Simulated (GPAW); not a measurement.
Input of a GPAW 26.7.0 run:

The input run.py:

```python
from ase.eos import EquationOfState
from ase.io import Trajectory
from ase.spacegroup import crystal
from ase.units import GPa
from gpaw import GPAW, PW, setup_paths

setup_paths.insert(0, '.')

# C 8a
atoms = crystal(['C'],
                basis=[[0.25, 0.25, 0.25]],
                spacegroup=227, setting=1,  # Fd-3m
                cellpar=[3.56674, 3.56674, 3.56674, 90.0, 90.0, 90.0],
                primitive_cell=True)

traj = Trajectory('eos.traj', 'w')
volumes, energies = [], []
for x in [0.94, 0.96, 0.98, 1.0, 1.02, 1.04, 1.06]:
    a = atoms.copy()
    a.set_cell(atoms.cell * x**(1 / 3), scale_atoms=True)
    calc = GPAW(mode=PW(800),
                xc='PBEsol',
                kpts={'size': (10, 10, 10), 'gamma': True},
                occupations={'name': 'fermi-dirac', 'width': 0.05},
                nbands=11,
                convergence={'density': 1e-05, 'energy': 1e-05},
                maxiter=150,
                txt=f'eos-{x:.2f}.txt')
    a.calc = calc
    energies.append(a.get_potential_energy(force_consistent=True))
    volumes.append(a.get_volume())
    p = -a.get_stress()[:3].mean() / GPa
    calc.write(f'eos-{x:.2f}.gpw')
    traj.write(a)
    print(f'{x:.2f} {volumes[-1]:10.4f} A^3 {energies[-1]:14.6f} eV {p:9.3f} GPa', flush=True)

v0, e0, B = EquationOfState(volumes, energies, eos='birchmurnaghan').fit()
print(f'V0 = {v0:.4f} A^3, E0 = {e0:.6f} eV, B0 = {B / GPa:.2f} GPa')
```

Potentials or basis: PAW data sets generated in the run's folder for this functional, pw.

The run is started by

```sh
$ gpaw-setup -f PBEsol C
$ OMP_NUM_THREADS=1 python run.py
```

(1) What does it give for the pressure derivative of the bulk modulus?

(2) Estimate the equilibrium volume.

(3) Estimate the bulk modulus.

Answers

(1) 3.7.

(2) 5.62 Å³/atom.

(3) 450 GPa.

**What was measured.**

“Equation of state of cubic boron nitride at high pressures and temperatures”, 2007, arxiv:cond-mat/0702656 quotes, for a bulk crystal of C: bulk modulus 442 ± 5 GPa.

Against the measured bulk modulus of C, 442 GPa (quoted in “Equation of state of cubic boron nitride at high pressures and temperatures”, 2007, arxiv:cond-mat/0702656), the calculated 450 GPa is off by +1.9 %. 3 values of this kind are on record (442 to 444.8 GPa); this one was drawn at random among those near their median, those with a stated uncertainty first. The fit is for a static lattice scaled at fixed shape and fixed fractional positions. The cell as given is a measured one (5.67 Å³/atom); PBEsol puts the equilibrium volume -1.0 % from it, thermal expansion not counted.
